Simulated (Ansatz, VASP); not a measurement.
**One calculation of N, two programs**

POSCAR

```
N
1.0
    2.5194737886      0.0000000000      0.0000000000
   -1.2597368943      2.1819283051      0.0000000000
    0.0000000000      0.0000000000      2.4460020000
N
2
Direct
    0.6666666667      0.3333333333      0.2500000000
    0.3687491125      0.6925928164      0.7500000000
```

Contents of INCAR.step1:

```
SYSTEM = N
PREC = Accurate ; ENCUT = 520
ISMEAR = -1 ; SIGMA = 0.05
LREAL = .FALSE. ; LASPH = .TRUE.
NELM = 100 ; NBANDS = 12
GGA = PE ; ALGO = Normal
EDIFF = 1E-4 ; LWAVE = .TRUE.
LCHARG = .FALSE.
```

INCAR.step2

```
SYSTEM = N
PREC = Accurate ; ENCUT = 520
EDIFF = 1E-8 ; ISMEAR = -1
SIGMA = 0.05 ; LREAL = .FALSE.
LASPH = .TRUE. ; NELM = 100
ALGO = Normal ; ISIF = 2
LWAVE = .FALSE. ; LCHARG = .FALSE.
METAGGA = R2SCAN ; LMIXTAU = .TRUE.
LEFG = .TRUE. ; NBANDS = 12
ISTART = 1
```

The input KPOINTS:

```
Automatic mesh
0
G
  16 16 15
  0 0 0
```

Input for Ansatz:

```yaml
crystal:
  lattice:
    - [2.5194737886, 0.0, 0.0]
    - [-1.2597368943, 2.1819283051, 0.0]
    - [0.0, 0.0, 2.446002]
  atoms:
    - { symbol: "N", position: [0.6666666667, 0.3333333333, 0.25] }
    - { symbol: "N", position: [0.3687491125, 0.6925928164, 0.75] }
kpoints:
  mp_grid: { grid: [16, 16, 15] }
scf:
  occupations: { method: fermi_dirac, width: 0.05 }
hamiltonian:
  xc: r2scan
  pseudopotentials: { kind: all_electron, datasets: crystal }
output:
  forces: true
  stress: true
  eigenvalues: true
  efg: { contact_densities: true }
```

Alike in both runs: task electric field gradients; functional r2SCAN; k mesh 16 × 16 × 15; occupations fermi-dirac, width 0.05 eV; no spin polarisation.

```csv
,VASP,Ansatz
version,VASP 6.6.1,Ansatz 0.2.0
potentials or method,"VASP PAW PBE potentials, release 64 (N)","all-electron PAW with datasets made for the crystal, scalar-relativistic"
plane-wave cutoff (eV),520,see its input
```

```tsv
	VASP	Ansatz	Ansatz less VASP
pressure (GPa)	6.3	6.3	-0.01
largest component of the traceless stress (GPa)	12.38	12.54	+0.160
rms of the force components (eV/Å)	0.166	0.171	+0.0044
Vzz of the field gradient on the site that differs most (V/Å²)	26.5	25.5	-1.09
```

Atom by atom the forces differ by 0.005 eV/Å (rms over components). Ansatz ran all-electron here, so the differences hold the error of VASP's frozen core and of both bases.

Caveats: the PAW data sets were made with another functional, which shifts forces and pressure a little (VASP).
